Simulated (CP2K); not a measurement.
Runs of CP2K 2026.2 on Ga. Symmetry: I4/mmm, No. 139, tetragonal system. Conventional cell: a = 2.769 Å, b = 2.769 Å, c = 4.622 Å, α = 90.00°, β = 90.00°, γ = 90.00°. Ga (site symmetry 4/mmm) is surrounded by 12 Ga at 2.77 to 3.03 Å. This isn't the form of Ga at room conditions, which is orthorhombic.

```tsv
task	level	potentials or basis	cell	smearing	EPS_DEFAULT	NGRIDS	basis sets	potentials	points a segment of the path (NPOINTS)	gap on the mesh (eV)	pressure (GPa)
band structure	LDA	GTH_POTENTIALS Ga GTH-PADE-q13; TZVP-MOLOPT-PBE-GTH basis	as given	fermi-dirac 0.01 eV	1.0E-10	5	Ga TZVP-MOLOPT-PBE-GTH-q13	Ga GTH-PADE-q13 of GTH_POTENTIALS	10	none	(a)
band structure	PBEsol	POTENTIAL_UZH Ga GTH-PBE-q13; TZVP-MOLOPT-PBE-GTH basis	as given	fermi-dirac 0.0259 eV	1.0E-9	5	Ga TZVP-MOLOPT-PBE-GTH-q13	Ga GTH-PBE-q13 of POTENTIAL_UZH	6	none	0.3
single point	PBEsol	POTENTIAL_UZH Ga GTH-PBE-q13; TZVP-MOLOPT-PBE-GTH basis	cell strained at random at fixed volume	fermi-dirac 0.05 eV	1.0E-10	5	Ga TZVP-MOLOPT-PBE-GTH-q13	Ga GTH-PBE-q13 of POTENTIAL_UZH	-	none	0.7
single point	PBEsol	POTENTIAL_UZH Ga GTH-PBE-q13; TZVP-MOLOPT-PBE-GTH basis	as given	fermi-dirac 0.05 eV	1.0E-10	4	Ga TZVP-MOLOPT-PBE-GTH-q13	Ga GTH-PBE-q13 of POTENTIAL_UZH	-	none	0.3
band structure	r2SCAN	POTENTIAL_UZH Ga GTH-SCAN-q13; TZVP-MOLOPT-SCAN-GTH basis	as given	fermi-dirac 0.0259 eV	1.0E-9	4	Ga TZVP-MOLOPT-SCAN-GTH-q13	Ga GTH-SCAN-q13 of POTENTIAL_UZH	6	none	1.7
```

Alike in all rows: no spin polarisation; k mesh 13 × 13 × 13.

Question: Estimate the missing entries.

Answer: (a) -1.9.

Caveats: the basis of atomic orbitals isn't converged, which shifts pressures, moduli and gaps; the potentials were made for another functional, which shifts forces and pressure (some runs).

A k mesh can miss the band edges, and the runs leave out spin-orbit coupling on Ga.

A gap of «none» marks a metal or a gap under the smearing width.
